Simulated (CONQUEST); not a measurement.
# TePb (P1) in CONQUEST: convergence with k mesh

Aim: find how far k mesh must go before the results for TePb settle, at PBEsol. This setting moves, with any that are tied to it; all else stays.

All numbers are computed with CONQUEST 1.3; they aren't measurements. Logs are shortened: lines on timing, memory, paths and dates and some standing lists are left out, and cuts for length are marked.

## 1. The cell of the first run

The typed cell holds 4 atoms: a = 4.569 Å, b = 4.569 Å, c = 6.462 Å, α = 90.00°, β = 90.00°, γ = 90.00°.

The cell isn't the ideal one: atoms moved at random.

## 2. With k mesh 1 × 1 × 1

Conquest_input reads:

```
IO.Title TePb
IO.Coordinates coords.dat
IO.FractionalAtomicCoords T
IO.Iprint 2
IO.Iprint_init 1
General.NumberOfSpecies 2
General.PseudopotentialType hamann
AtomMove.TypeOfRun static
AtomMove.FullStress T
Grid.GridCutoff 120
DM.SolutionMethod diagon
Diag.MPMesh T
Diag.GammaCentred T
Diag.MPMeshX 1
Diag.MPMeshY 1
Diag.MPMeshZ 1
Diag.kT 0.00183747
minE.SCTolerance 1e-6
SC.MaxIters 100
IO.AtomChargeOutput T
%block ChemicalSpeciesLabel
1 207.200 Pb
2 127.600 Te
%endblock
```

coords.dat reads:

```
    8.6347709725     0.0000000000     0.0000000000
    0.0000000000     8.6347709725     0.0000000000
    0.0000000000     0.0000000000    12.2114102173
4
  0.4911745000   0.4962875000   0.4968595000 1 T T T
  0.9911745000   0.9962875000   0.9968595000 1 T T T
  0.0193380000   0.0294270000   0.4985220000 2 T T T
  0.5193380000   0.5294270000   0.9985220000 2 T T T
```

Potentials or basis: PseudoDojo NC PBEsol, DZP, grid cutoff 120 Ha.

Run with:

```
OMP_NUM_THREADS=1 Conquest
```

The log of the run:

```text
Simulation cell dimensions:     8.6348 a0 x     8.6348 a0 x    12.2114 a0

      Atomic coordinates (a0)
         Atom         X         Y         Z  Species
            1    4.2412    4.2853    6.0674        1
            2    8.5586    8.6027   12.1731        1
            3    0.1670    0.2541    6.0877        2
            4    4.4844    4.5715   12.1934        2

         Monkhorst-Pack mesh:   1 x   1 x   1 gamma-centred
        This calculation includes non-local pseudopotentials,
         with a maximum core radius of      7.54117217

    Job title: TePb
    Job to be run: static calculation

[... 5 lines left out ...]
      Using Fermi-Dirac smearing

    Integration grid size:     48 x   48 x   64

    Integration grid spacing:  0.180 a0 x 0.180 a0 x 0.191 a0

    Number of species:  2
    --------------------------------------------------------
    |   #  mass (au)  Charge (e)  SF Rad (a0)  NSF  Label  |
    --------------------------------------------------------
    |   1    207.200      14.000        7.823   18  Pb     |
    |   2    127.600      16.000        7.251   18  Te     |
    --------------------------------------------------------
          SCF tolerance:                 0.00000100
          SCF iterations:               100

    LibXC version:  6. 2. 2
    Using the GGA functional Perdew, Burke & Ernzerhof SOL
    Using the GGA functional Perdew, Burke & Ernzerhof SOL

           radial cut-off to be used is taken to be max PAO cut-off radius for this species:    7.541172

           greatest ang. mom. for making density from PAOs:  2

           radial cut-off to be used is taken to be max PAO cut-off radius for this species:    6.869827

           greatest ang. mom. for making density from PAOs:  2
    Minimum blocs/proc is     2304. Maximum blocs/proc is     2304
    set_atom_dens: In set_atomic_density, electrons :      60.000000000000
 matrix_size & matrix_size_padH =           72          72

    Screened ion int: energy:    -262.610748687091 Ha

    new_SC_potl: Starting.  Tolerance:  0.10000E-05

    PulayMixSC: Starting Pulay mixing, A_up =  0.500 A_dn =  0.500
    PulayMixSC: Spin non-polarised calculation.
          Harris-Foulkes Energy            :      -349.953667239845458 Ha
          (TS=0 as O(N) or entropic contribution is negligible)
          DFT Total Energy                 :      -349.910490494158580 Ha
          Total number of electrons        :        59.999999999998870
    PulayMixSC: Pulay iteration     1 residual:              0.13035E-02
          Harris-Foulkes Energy            :      -349.936139325749025 Ha
          (TS=0 as O(N) or entropic contribution is negligible)
          DFT Total Energy                 :      -349.934593068784125 Ha
          Total number of electrons        :        60.000033923192746
    PulayMixSC: Pulay iteration     2 residual:              0.46154E-03
          Harris-Foulkes Energy            :      -349.935797093223641 Ha
          (TS=0 as O(N) or entropic contribution is negligible)
          DFT Total Energy                 :      -349.936131135180972 Ha
          Total number of electrons        :        60.000049849863373
    PulayMixSC: Pulay iteration     3 residual:              0.19537E-03
          Harris-Foulkes Energy            :      -349.936205271511142 Ha
          (TS=0 as O(N) or entropic contribution is negligible)
          DFT Total Energy                 :      -349.936216705288416 Ha
          Total number of electrons        :        60.000064670744180
    PulayMixSC: Pulay iteration     4 residual:              0.33579E-04
          Harris-Foulkes Energy            :      -349.936219687284961 Ha
          (TS=0 as O(N) or entropic contribution is negligible)
          DFT Total Energy                 :      -349.936219765963301 Ha
          Total number of electrons        :        60.000066992976322
    PulayMixSC: Pulay iteration     5 residual:              0.52061E-05
          Harris-Foulkes Energy            :      -349.936219842514788 Ha
          (TS=0 as O(N) or entropic contribution is negligible)
          DFT Total Energy                 :      -349.936219834990538 Ha
          Total number of electrons        :        60.000067166682427
    PulayMixSC: Pulay iteration     6 residual:              0.13278E-05
          Harris-Foulkes Energy            :      -349.936219840991498 Ha
          (TS=0 as O(N) or entropic contribution is negligible)
          DFT Total Energy                 :      -349.936219841250704 Ha
          Total number of electrons        :        60.000067130438723
    PulayMixSC: Pulay iteration     7 residual:              0.16318E-06
    PulayMixSC: Reached SCF tolerance of  0.16318E-06 after      7 iterations
      | Number of electrons      =        60.000067
      |* band energy as 2Tr[K.H] =       -51.890403109470434 Ha
      |  screened ion-ion energy =      -262.610748687090847 Ha
      |  Ha correction           =         0.240361680945656 Ha
      |  XC correction           =       -35.675429331546383 Ha
      |* Harris-Foulkes energy   =      -349.936219840991498 Ha
      |* DFT total energy        =      -349.936219841250704 Ha
      |  estimated accuracy      =         0.000000000259206 Ha

    force: Forces on atoms (Ha/a0)
    force:  Atom   X              Y              Z
    force:     1   0.0185410697   0.0212607822   0.0011928619
    force:     2   0.0185410697   0.0212607822   0.0011928619
    force:     3  -0.0183357444  -0.0215927827  -0.0014237662
    force:     4  -0.0183357444  -0.0215927827  -0.0014237662

    force: Maximum force :        0.02159278(Ha/a0) on atom         4 in y direction
    force: Force Residual:        0.02829920 Ha/a0
    force: Total stress:         -9.47459938    -1.26482688     0.02339072 GPa
                            -1.26482688    -9.38862540     0.02244808
                             0.02339072     0.02244808     9.06096730
    force: Average pressure:      3.26741916 GPa

    force: Finished force
    get_E_and_F: Change in energy during last step of electronic optimisation:  0.15233E-08

    BIBLIOGRAPHY: Please consider citing the following references in the conquest.bib file

    CONQUEST:         Bowler2002pt, Miyazaki2004, Nakata2020
    Basis:            Bowler2019
    DM:               Bowler:2006xr
    Pseudopotentials: Hamann2013, Bowler2019
    XC references from LibXC:
```

Run time: 32 s. Hardware: 1 thread of AMD EPYC 7B13 (Zen 3), shared host; peak memory 0.83 GiB.

Results:

| Item | Value |
| --- | --- |
| Free energy | -9522.2496 eV |
| Pressure | 3.3 GPa |
| Largest force | 1.458 eV/Å |
| Band gap on the k mesh | 4.35 eV |
| Mulliken charges | Pb +0.32; Te -0.32 e |

## 3. With k mesh 2 × 2 × 1

Conquest_input: that of step 2 with these lines changed.

```diff
@@ -13,4 +13,4 @@
 Diag.GammaCentred T
-Diag.MPMeshX 1
-Diag.MPMeshY 1
+Diag.MPMeshX 2
+Diag.MPMeshY 2
 Diag.MPMeshZ 1
```

coords.dat is that of step 2.

Potentials or basis: PseudoDojo NC PBEsol, DZP, grid cutoff 120 Ha.

Run with:

```
OMP_NUM_THREADS=1 Conquest
```

Wall time 31 s (1 thread of AMD EPYC 7B13 (Zen 3), shared host); peak memory 0.83 GiB.

Results:

- Free energy: -9523.2616 eV
- Pressure: -2.2 GPa
- Largest force: 0.267 eV/Å
- Band gap on the k mesh: 2.35 eV
- Mulliken charges: Pb +0.33; Te -0.33 e

## 4. With k mesh 2 × 2 × 2

Conquest_input: that of step 3 with these lines changed.

```diff
@@ -15,3 +15,3 @@
 Diag.MPMeshY 2
-Diag.MPMeshZ 1
+Diag.MPMeshZ 2
 Diag.kT 0.00183747
```

coords.dat is that of step 3.

Run with:

```
OMP_NUM_THREADS=1 Conquest
```

Run time: 33 s. Hardware: 1 thread of AMD EPYC 7B13 (Zen 3), shared host; peak memory 0.83 GiB.

What came out:

```
Free energy            : -9519.6483 eV
Pressure               : 3.6 GPa
Largest force          : 0.726 eV/Å
Band gap on the k mesh : 0.83 eV
Mulliken charges       : Pb +0.41; Te -0.41 e
```

## 5. With k mesh 3 × 3 × 2

Conquest_input: that of step 4 with these lines changed.

```diff
@@ -13,4 +13,4 @@
 Diag.GammaCentred T
-Diag.MPMeshX 2
-Diag.MPMeshY 2
+Diag.MPMeshX 3
+Diag.MPMeshY 3
 Diag.MPMeshZ 2
```

coords.dat is that of step 4.

Run with:

```
OMP_NUM_THREADS=1 Conquest
```

Run time: 33 s. Hardware: 1 thread of AMD EPYC 7B13 (Zen 3), shared host; peak memory 0.83 GiB.

What came out:

| Property | Result |
| --- | --- |
| Free energy | -9521.0994 eV |
| Pressure | 0.8 GPa |
| Largest force | 0.150 eV/Å |
| Band gap on the k mesh | 1.59 eV |
| Mulliken charges | Pb +0.35; Te -0.35 e |

## 6. With k mesh 4 × 4 × 3

Conquest_input: that of step 5 with these lines changed.

```diff
@@ -13,5 +13,5 @@
 Diag.GammaCentred T
-Diag.MPMeshX 3
-Diag.MPMeshY 3
-Diag.MPMeshZ 2
+Diag.MPMeshX 4
+Diag.MPMeshY 4
+Diag.MPMeshZ 3
 Diag.kT 0.00183747
```

coords.dat is that of step 5.

Potentials or basis: PseudoDojo NC PBEsol, DZP, grid cutoff 120 Ha.

Run with:

```
OMP_NUM_THREADS=1 Conquest
```

Run time: 38 s. Hardware: 1 thread of AMD EPYC 7B13 (Zen 3), shared host; peak memory 0.82 GiB.

The run converged. Its results:

| Quantity | Value |
| --- | --- |
| Free energy | -9521.4248 eV |
| Pressure | 0.3 GPa |
| Largest force | 0.227 eV/Å |
| Band gap on the k mesh | 1.40 eV |
| Mulliken charges | Pb +0.34; Te -0.34 e |

## 7. With k mesh 5 × 5 × 4

Conquest_input: that of step 6 with these lines changed.

```diff
@@ -13,5 +13,5 @@
 Diag.GammaCentred T
-Diag.MPMeshX 4
-Diag.MPMeshY 4
-Diag.MPMeshZ 3
+Diag.MPMeshX 5
+Diag.MPMeshY 5
+Diag.MPMeshZ 4
 Diag.kT 0.00183747
```

coords.dat is that of step 6.

Run with:

```
OMP_NUM_THREADS=1 Conquest
```

Wall time 42 s (1 thread of AMD EPYC 7B13 (Zen 3), shared host); peak memory 0.83 GiB.

It converged, with:

```yaml
Free_energy: -9521.3714 eV
Pressure: 0.4 GPa
Largest_force: 0.231 eV/Å
Band_gap_on_the_k_mesh: 1.26 eV
Mulliken_charges: Pb +0.34; Te -0.34 e
```

## 8. With k mesh 6 × 6 × 4

Conquest_input: that of step 7 with these lines changed.

```diff
@@ -13,4 +13,4 @@
 Diag.GammaCentred T
-Diag.MPMeshX 5
-Diag.MPMeshY 5
+Diag.MPMeshX 6
+Diag.MPMeshY 6
 Diag.MPMeshZ 4
```

coords.dat is that of step 7.

Run with:

```
OMP_NUM_THREADS=1 Conquest
```

Run time: 51 s. Hardware: 1 thread of AMD EPYC 7B13 (Zen 3), shared host; peak memory 0.83 GiB.

It converged, with:

- Free energy: -9521.3698 eV
- Pressure: 0.4 GPa
- Largest force: 0.240 eV/Å
- Band gap on the k mesh: 0.91 eV
- Mulliken charges: Pb +0.34; Te -0.34 e

## 9. With k mesh 7 × 7 × 5

Conquest_input: that of step 8 with these lines changed.

```diff
@@ -13,5 +13,5 @@
 Diag.GammaCentred T
-Diag.MPMeshX 6
-Diag.MPMeshY 6
-Diag.MPMeshZ 4
+Diag.MPMeshX 7
+Diag.MPMeshY 7
+Diag.MPMeshZ 5
 Diag.kT 0.00183747
```

coords.dat is that of step 8.

Potentials or basis: PseudoDojo NC PBEsol, DZP, grid cutoff 120 Ha.

Run with:

```
OMP_NUM_THREADS=1 Conquest
```

Wall time 54 s (1 thread of AMD EPYC 7B13 (Zen 3), shared host); peak memory 0.83 GiB.

The run converged. Its results:

```
Free energy            : -9521.3732 eV
Pressure               : 0.4 GPa
Largest force          : 0.251 eV/Å
Band gap on the k mesh : 1.19 eV
Mulliken charges       : Pb +0.34; Te -0.34 e
```

## 10. With k mesh 9 × 9 × 6

Conquest_input: that of step 9 with these lines changed.

```diff
@@ -13,5 +13,5 @@
 Diag.GammaCentred T
-Diag.MPMeshX 7
-Diag.MPMeshY 7
-Diag.MPMeshZ 5
+Diag.MPMeshX 9
+Diag.MPMeshY 9
+Diag.MPMeshZ 6
 Diag.kT 0.00183747
```

coords.dat is that of step 9.

Run with:

```
OMP_NUM_THREADS=1 Conquest
```

Run time: 85 s. Hardware: 1 thread of AMD EPYC 7B13 (Zen 3), shared host; peak memory 0.82 GiB.

It converged, with:

```yaml
Free_energy: -9521.3711 eV
Pressure: 0.4 GPa
Largest_force: 0.256 eV/Å
Band_gap_on_the_k_mesh: 1.08 eV
Mulliken_charges: Pb +0.34; Te -0.34 e
```

## 11. The series at a glance

| k mesh | energy less the tightest run, at zero smearing (meV/atom) | pressure (GPa) | largest force (eV/Å) | gap on the mesh (eV) | SCF cycles | CPU time (s) | peak memory (GiB) |
| --- | --- | --- | --- | --- | --- | --- | --- |
| 1 × 1 × 1 | -219.64 | 3.27 | 1.458 | 4.350 | 7 | 31 | 0.83 |
| 2 × 2 × 1 | -472.63 | -2.17 | 0.267 | 2.351 | 6 | 31 | 0.83 |
| 2 × 2 × 2 | 430.72 | 3.56 | 0.726 | 0.828 | 7 | 33 | 0.83 |
| 3 × 3 × 2 | 67.93 | 0.75 | 0.150 | 1.589 | 6 | 33 | 0.83 |
| 4 × 4 × 3 | -13.43 | 0.29 | 0.227 | 1.401 | 6 | 38 | 0.82 |
| 5 × 5 × 4 | -0.08 | 0.37 | 0.231 | 1.257 | 6 | 42 | 0.83 |
| 6 × 6 × 4 | 0.32 | 0.38 | 0.240 | 0.913 | 6 | 51 | 0.83 |
| 7 × 7 × 5 | -0.52 | 0.38 | 0.251 | 1.192 | 6 | 54 | 0.83 |
| 9 × 9 × 6 | 0.00 | 0.39 | 0.256 | 1.080 | 6 | 85 | 0.82 |

Against the tightest run, the energy stays within 1 meV/atom from 5 × 5 × 4 on; the pressure stays within 0.1 GPa from 4 × 4 × 3 on; the largest force stays within 0.005 eV/Å from 7 × 7 × 5 on. Not settled before the last step: the gap on the mesh (to 0.01 eV). Meshes of other sizes hit other points, so gaps and Fermi surfaces needn't settle smoothly. The tightest run that finished is the yardstick and may itself not be fully converged.

Caveats: spin-orbit coupling is left out, which as a rule narrows the gap of such compounds by several tenths of an eV; an odd mesh through Γ misses points on the zone boundary, where band edges often lie; the basis of atomic orbitals isn't converged, which shifts pressures, moduli and gaps.
